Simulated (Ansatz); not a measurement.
The geometry is COD entry 9011666, unchecked; take it as a test cell. The listed cell was then made from it by scaling, straining or moving an atom.

AgCl: DFT, LDA, all-electron PAW with datasets made for the crystal, scalar-relativistic (Ansatz 0.2.0). What sets it apart from a plain run of this crystal: equal xx and yy strain of +2 %.

Command: `ansatz run input.yaml --threads 1 --pin off --max-ram 3072MiB --backend cpu --events-out ev --progress --plain --runs-dir out` The run took 6.3 s on 1 thread of Arm Neoverse V1, on a shared host, peak memory 0.46 GiB.

```yaml
crystal:
  lattice:
    - [0.0, 2.828613, 2.77315]
    - [2.828613, 0.0, 2.77315]
    - [2.828613, 2.828613, 0.0]
  atoms:
    - { symbol: Ag, position: [0.5, 0.5, 0.5] }
    - { symbol: Cl, position: [0.0, 0.0, 0.0] }
kpoints:
  mp_grid: { grid: [8, 8, 8] }
scf:
  occupations: { method: fermi_dirac, width: 0.02 }
hamiltonian:
  xc: lda
  pseudopotentials: { kind: all_electron, datasets: crystal }
output:
  forces: true
  stress: true
  eigenvalues: true
  efg: { contact_densities: true }
```

Output (standing set-up lines are left out):

```
Crystal: 2 atoms, lattice volume = 44.376 Å³
Symmetry: 16 space group operations
Space group: I4/mmm (ITA 139), of the structure as read, at distance tolerance 3.5e-5 Å
k-points: 59 of 512
iter 1 solved again at ethr=2.56e-3 eV; its pass at ethr=1.00e-1 eV (dr2=4.61e-1 eV) is discarded
SCF iter   1: F=—  HF=-157047.491073 eV  |F-HF|=—  |Δ(HF+E_count)|=         —  Δρ=2.36e-2  dr2=5.48e-1  ethr=2.56e-3  ⟨swp⟩=3.3  Hψ=4141  notcnv=0
preconditioner: auto → none  [insulator: Δε(μ)=0.376 eV  Ē_g=10.424 eV  σ=0.020 eV  W_gap=1.00  n_scr=14 (ndim 8)  ℏωp=23.6 eV  f_vac=0.000  D(μ)=0.00/eV (n_scr^D=0)  ε∞_Penn≈6.1]
SCF iter   2: F=—  HF=-157047.329081 eV  |F-HF|=—  |Δ(HF+E_count)|=   1.62e-1  Δρ=1.51e-2  dr2=9.45e-2  ethr=2.56e-3  ⟨swp⟩=3.0  Hψ=2166  notcnv=0  defer=1
iter 3 solved again at ethr=3.24e-5 eV; its pass at ethr=5.25e-4 eV (dr2=5.83e-3 eV) is discarded
SCF iter   3: F=—  HF=-157047.292087 eV  |F-HF|=—  |Δ(HF+E_count)|=   3.70e-2  Δρ=3.49e-3  dr2=5.85e-3  ethr=3.24e-5  ⟨swp⟩=2.1  Hψ=3564  notcnv=0  defer=3
SCF iter   4: F=—  HF=-157047.287744 eV  |F-HF|=—  |Δ(HF+E_count)|=   4.34e-3  Δρ=1.53e-3  dr2=8.69e-4  ethr=3.24e-5  ⟨swp⟩=3.0  Hψ=1814  notcnv=0  defer=2
SCF iter   5: F=—  HF=-157047.288299 eV  |F-HF|=—  |Δ(HF+E_count)|=   5.55e-4  Δρ=2.98e-4  dr2=2.89e-5  ethr=4.83e-6  ⟨swp⟩=3.1  Hψ=1746  notcnv=0
SCF iter   6: F=—  HF=-157047.288264 eV  |F-HF|=—  |Δ(HF+E_count)|=   3.53e-5  Δρ=1.02e-4  dr2=3.26e-6  ethr=1.60e-7  ⟨swp⟩=2.2  Hψ=1313  notcnv=0
SCF iter   7: F=—  HF=-157047.288255 eV  |F-HF|=—  |Δ(HF+E_count)|=   8.87e-6  Δρ=9.52e-6  dr2=4.69e-8  ethr=1.81e-8  ⟨swp⟩=2.2  Hψ=1309  notcnv=0
SCF iter   8: F=-157047.288255 eV  HF=-157047.288255 eV  |F-HF|=1.69e-9  |Δ(HF+E_count)|=   7.49e-8  Δρ=1.83e-6  dr2=1.96e-9  ethr=2.61e-10  ⟨swp⟩=3.0  Hψ=1499  notcnv=0
SCF 1 converged in 8 iterations: F = -157047.288259 eV  dr2 = 1.96e-9
  Residual-converged pass: ⟨swp⟩=3.0  Hψ=1530  notcnv=0  max |occ|·‖R‖ = 5.1e-6 eV (tolerance 5.3e-6 eV)  dr2=2.16e-9  dr2_onsite=1.06e-9  max |Δocc| = 1.9e-11
  greatest PAW one-centre occupation: 0.940 electrons in one spin orbital (limit 2), on the Ag atom at site 0 (counted from 0), in its partial waves of l = 2
SCF converged after 8 iterations
Free energy (F): -157047.288259 eV
Harris-Foulkes:  -157047.288259 eV  (|F-HF|=1.69e-9)
Internal energy: -157047.288259 eV  (E = F + TS)
E sigma→0 (E₀):  -157047.288259 eV
Past the cutoff: the bands carry plane waves up to 1.75 times it, of which those up to 1.5 times it add -0.000146 eV an atom, each by itself; the spheres take 0.000334 eV an atom off the energy for waves past 1.75 times it
By the cutoff:   a pressure is off by up to 0.007 GPa (1.2 times the spheres' own share and the shells' term, over an atom's volume, and 0.004 GPa: a bound that held against runs at twice the plane waves)
Past the cutoffs: a stress includes 0.0008 GPa for waves and charges beyond them, in addition to the slope of what the spheres take
In the spheres:  the bands' charges fall short by 2.6e-7 e at most (sound up to 1e-3), those of shells solved beside the bands by 3.0e-7 e (sound up to 5e-4)
Fermi energy:    8.370259 eV
--- Per-component energies (eV) ---
  The terms above E_closure are by the made datasets' own strengths, without shells solved beside the bands.
--- Forces (eV/Å), atoms counted from 1 ---
  atom   1  Ag     0.00000000     0.00000000     0.00000000
  atom   2  Cl    -0.00000000     0.00000000     0.00000000
  max |Σ_I F_I| component: 2.37e-29 eV/Å
--- Stress (GPa, compression-positive) ---
       -6.838689       0.000000       0.000000
        0.000000      -6.838689      -0.000000
        0.000000      -0.000000      -6.929680
  P = ⅓ Tr σ = -6.8690 GPa (-68.690 kbar)
  It holds what live shells' own plane waves past their cutoff add
--- PAW observables at the nuclei: V_zz in 10²¹ V/m², potentials from the cell's mean, atoms counted from 1 ---
  atom   1  Ag V_zz =    -0.825647   η = 0.0000   by run symmetry: allowed
            electrostatic potential = -7470.581958 V   contact ρ = 944460.972894 e/Å³
  atom   2  Cl V_zz =    +1.068124   η = 0.0000   by run symmetry: allowed
            electrostatic potential = -1773.895695 V   contact ρ = 23933.008550 e/Å³
--- Band table (eV; the first three rows and the last of 59) ---
  k-point 0: bands = ["-6.8024", "5.6339", "5.6339", "5.6798", "5.6803", "5.6873", "5.8170", "5.8887", "5.8887", "8.6398", "18.5804"]
  k-point 1: bands = ["-6.7460", "5.0000", "5.0674", "5.0941", "5.6899", "5.7114", "5.9360", "6.5366", "6.5413", "9.3659", "17.2330"]
  k-point 2: bands = ["-6.6043", "4.0125", "4.5029", "4.5553", "5.8138", "5.8238", "6.0662", "7.2327", "7.2817", "10.6720", "15.5520"]
  k-point 58: bands = ["-6.3594", "3.8987", "5.1332", "5.1332", "5.3569", "5.8800", "6.1046", "6.1046", "6.1621", "10.1477", "15.7683"]
```
